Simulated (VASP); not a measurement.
# SiO2 (P4_32_12) in VASP: notebook, part 2 of 2

VASP 6.6.1. Earlier steps stand in the parts before.

## 4. Dielectric tensor, LDA

INCAR

```
  PREC = Accurate
  ENCUT = 520
  EDIFF = 1E-8
  ISMEAR = 0
  SIGMA = 0.02
  LREAL = F
  LASPH = T
  NELM = 80
  ALGO = Normal
  ISIF = 2
  LWAVE = F
  LCHARG = F
  GGA = CA
  LEPSILON = T
  KPAR = 4
```

KPOINTS

```
regular mesh
0
Gamma
  6 6 4
```

POSCAR

```
SiO2
1.0
    4.9755888200      0.0000000000      0.0000000000
    0.0000000000      4.9755888200      0.0000000000
    0.0000000000      0.0000000000      6.9008894400
Si O
4 8
Direct
    0.8032465600      0.8032465600      0.5000000000
    0.6967534400      0.3032465600      0.2500000000
    0.3032465600      0.6967534400      0.7500000000
    0.1967534400      0.1967534400      0.0000000000
    0.7617576300      0.1103870700      0.4320415600
    0.8896129300      0.2382423700      0.0679584400
    0.1103870700      0.7617576300      0.5679584400
    0.2617576300      0.3896129300      0.8179584400
    0.2382423700      0.8896129300      0.9320415600
    0.7382423700      0.6103870700      0.3179584400
    0.3896129300      0.2617576300      0.1820415600
    0.6103870700      0.7382423700      0.6820415600
```

Potentials or basis: VASP PAW LDA potentials, release 64 (Si, O).

Launch:

```sh
> cat potpaw_LDA.64/Si/POTCAR potpaw_LDA.64/O/POTCAR > POTCAR
> mpirun -np 4 vasp_std > vasp.out
```

OUTCAR:

```text
PREC = Accurate
   ENCUT = 520
   EDIFF = 1E-8
   ISMEAR = 0
   LREAL = F
   LASPH = T
   NELM = 80
   ISIF = 2
   GGA = CA
   LEPSILON = T

 ion  position               nearest neighbor table
   1  0.803  0.803  0.500-   5 1.61   7 1.61  10 1.61  12 1.61   2 3.07   3 3.07   2 3.07   3 3.07

   2  0.697  0.303  0.250-  10 1.61  11 1.61   5 1.61   6 1.61   1 3.07   4 3.07   1 3.07   4 3.07

   3  0.303  0.697  0.750-   8 1.61  12 1.61   9 1.61   7 1.61   1 3.07   4 3.07   4 3.07   1 3.07

   4  0.197  0.197  0.000-   6 1.61   9 1.61   8 1.61  11 1.61   2 3.07   3 3.07   3 3.07   2 3.07

   5  0.762  0.110  0.432-   1 1.61   2 1.61
   6  0.890  0.238  0.068-   4 1.61   2 1.61
   7  0.110  0.762  0.568-   1 1.61   3 1.61
   8  0.262  0.390  0.818-   3 1.61   4 1.61
   9  0.238  0.890  0.932-   4 1.61   3 1.61
  10  0.738  0.610  0.318-   2 1.61   1 1.61
  11  0.390  0.262  0.182-   2 1.61   4 1.61
  12  0.610  0.738  0.682-   3 1.61   1 1.61

  LATTYP: Found a simple tetragonal cell.
 ALAT       =     4.9755888200
 C/A-ratio  =     1.3869493018

  Lattice vectors:

 A1 = (   4.9755888200,   0.0000000000,   0.0000000000)
 A2 = (   0.0000000000,   4.9755888200,   0.0000000000)
 A3 = (   0.0000000000,   0.0000000000,   6.9008894400)

Analysis of symmetry for initial positions (statically):
=====================================================================
 Subroutine PRICEL returns:
 Original cell was already a primitive cell.

 Routine SETGRP: Setting up the symmetry group for a
 simple tetragonal supercell.

 Subroutine GETGRP returns: Found  8 space group operations
 (whereof  2 operations were pure point group operations)
 out of a pool of 16 trial point group operations.

The static configuration has the point symmetry C_2 .
 The point group associated with its full space group is D_4 .

Analysis of symmetry for dynamics (positions and initial velocities):
=====================================================================
 Subroutine PRICEL returns:
 Original cell was already a primitive cell.

 Routine SETGRP: Setting up the symmetry group for a
 simple tetragonal supercell.
[... 1244 lines left out ...]

------------------------ aborting loop because EDIFF is reached ----------------------------------------

--------------------------------------- Ionic step        3  -------------------------------------------

 Free energy of the ion-electron system (eV)
  ---------------------------------------------------
  ---------------------------------------------------
  free energy    TOTEN  =        -0.65187244 eV

  energy without entropy =       -0.65187244

------------------------ aborting loop because EDIFF is reached ----------------------------------------

 PIEZOELECTRIC TENSOR FIELD DIRECTION 3  (e Angst)
 -----------------------------------------------------------------------------
     0.00031 -0.00000 -0.00000           ( -0.00000  0.00000 -0.00000)
     0.00000  0.00031  0.00000           (  0.00000 -0.00000  0.00000)
    -0.00000  0.00000 -0.00062           ( -0.00000  0.00000 -0.00001)

 PIEZOELECTRIC TENSOR FIELD DIRECTION 3  (C/m^2)
 -----------------------------------------------------------------------------
     0.00003 -0.00000 -0.00000
     0.00000  0.00003  0.00000
    -0.00000  0.00000 -0.00006

 MACROSCOPIC STATIC DIELECTRIC TENSOR (including local field effects in DFT)
 ------------------------------------------------------
           2.305623     0.000000    -0.000000
          -0.000000     2.305623     0.000000
           0.000000     0.000000     2.290136
 ------------------------------------------------------

 PIEZOELECTRIC TENSOR (including local field effects)  for field in x, y, z        (e  Angst)
          XX          YY          ZZ          XY          YZ          ZX
  --------------------------------------------------------------------------------
  x     0.00000     0.00000     0.00000     0.00000    -0.24943     0.00000
  y    -0.00000     0.00000     0.00000     0.00000     0.00000     0.24943
  z     0.00000     0.00000     0.00000     0.00000     0.00000     0.00000

 PIEZOELECTRIC TENSOR (including local field effects)  for field in x, y, z        (C/m^2)
          XX          YY          ZZ          XY          YZ          ZX
  --------------------------------------------------------------------------------
  x     0.00000     0.00000     0.00000     0.00000    -0.02339     0.00000
  y    -0.00000     0.00000     0.00000     0.00000     0.00000     0.02339
  z     0.00000     0.00000     0.00000     0.00000     0.00000     0.00000

 BORN EFFECTIVE CHARGES (including local field effects) (in |e|, cummulative output)
 ---------------------------------------------------------------------------------
 ion    1
    1     3.32758     0.02254    -0.18577
    2     0.02254     3.32758     0.18577
    3     0.34740    -0.34740     3.26666
 ion    2
    1     3.32758    -0.02254    -0.18577
    2    -0.02254     3.32758    -0.18577
    3     0.34740     0.34740     3.26666
 ion    3
    1     3.32758    -0.02254     0.18577
    2    -0.02254     3.32758     0.18577
    3    -0.34740    -0.34740     3.26666
 ion    4
    1     3.32758     0.02254     0.18577
    2     0.02254     3.32758    -0.18577
    3    -0.34740     0.34740     3.26666
 ion    5
[... 16 lines left out ...]
    1    -1.05163     0.16101     0.06788
    2     0.22295    -2.27595    -0.78351
    3     0.21331    -0.78166    -1.63333
 ion   10
    1    -1.05163    -0.16101    -0.06788
    2    -0.22295    -2.27595    -0.78351
    3    -0.21331    -0.78166    -1.63333
 ion   11
    1    -2.27595    -0.22295    -0.78351
    2    -0.16101    -1.05163    -0.06788
    3    -0.78166    -0.21331    -1.63333
 ion   12
    1    -2.27595    -0.22295     0.78351
    2    -0.16101    -1.05163     0.06788
    3     0.78166     0.21331    -1.63333
```

OSZICAR:

```text
N       E                     dE             d eps       ncg     rms          rms(c)
DAV:   1     0.424907786286E+03    0.42491E+03   -0.33363E+04  2340   0.149E+03
DAV:   2    -0.843904226562E+02   -0.50930E+03   -0.49577E+03  3040   0.341E+02
DAV:   3    -0.116738294430E+03   -0.32348E+02   -0.32243E+02  2746   0.961E+01
[... 11 lines left out ...]
RMM:   8    -0.651849526947E+00   -0.29265E-03   -0.38206E-05  4432   0.976E-03    0.299E-03
RMM:   9    -0.651878997499E+00   -0.29471E-04   -0.22622E-05  4550   0.317E-03    0.129E-03
RMM:  10    -0.651864728125E+00    0.14269E-04   -0.16901E-05  4552   0.139E-03    0.963E-04
RMM:  11    -0.651872351596E+00   -0.76235E-05   -0.14782E-05  4555   0.146E-03    0.759E-05
RMM:  12    -0.651872280026E+00    0.71569E-07   -0.14172E-05  4323   0.681E-04    0.719E-05
RMM:  13    -0.651872788552E+00   -0.50853E-06   -0.95759E-06  4307   0.638E-04    0.343E-05
RMM:  14    -0.651872443621E+00    0.34493E-06   -0.77267E-06  3908   0.606E-04    0.692E-06
```

It took 5.8 min on 4 MPI ranks of Intel Xeon 6975P-C (Granite Rapids), shared host; peak memory 0.85 GiB.

What came out:

* Band gap on the k mesh: 5.49 eV, direct
* Electronic dielectric tensor (diagonal): 2.31, 2.31, 2.29
* Born charges (mean of the diagonal): Si +3.31; O -1.65 e

Electronic dielectric tensor:
```
2.31 0.00 0.00
0.00 2.31 0.00
0.00 0.00 2.29
```

Born effective charge tensors (e):
atom 1, Si
```
 3.33  0.02 -0.19
 0.02  3.33  0.19
 0.35 -0.35  3.27
```
atom 2, Si
```
 3.33 -0.02 -0.19
-0.02  3.33 -0.19
 0.35  0.35  3.27
```
atom 3, Si
```
 3.33 -0.02  0.19
-0.02  3.33  0.19
-0.35 -0.35  3.27
```
atom 4, Si
```
 3.33  0.02  0.19
 0.02  3.33 -0.19
-0.35  0.35  3.27
```
atom 5, O
```
-1.05  0.16 -0.07
 0.22 -2.28  0.78
-0.21  0.78 -1.63
```
atom 6, O
```
-2.28  0.22  0.78
 0.16 -1.05 -0.07
 0.78 -0.21 -1.63
```
atom 7, O
```
-2.28  0.22 -0.78
 0.16 -1.05  0.07
-0.78  0.21 -1.63
```
atom 8, O
```
-1.05 -0.16  0.07
-0.22 -2.28  0.78
 0.21  0.78 -1.63
```
atom 9, O
```
-1.05  0.16  0.07
 0.22 -2.28 -0.78
 0.21 -0.78 -1.63
```
atom 10, O
```
-1.05 -0.16 -0.07
-0.22 -2.28 -0.78
-0.21 -0.78 -1.63
```
atom 11, O
```
-2.28 -0.22 -0.78
-0.16 -1.05 -0.07
-0.78 -0.21 -1.63
```
atom 12, O
```
-2.28 -0.22  0.78
-0.16 -1.05  0.07
 0.78  0.21 -1.63
```

A k mesh can miss the band edges.
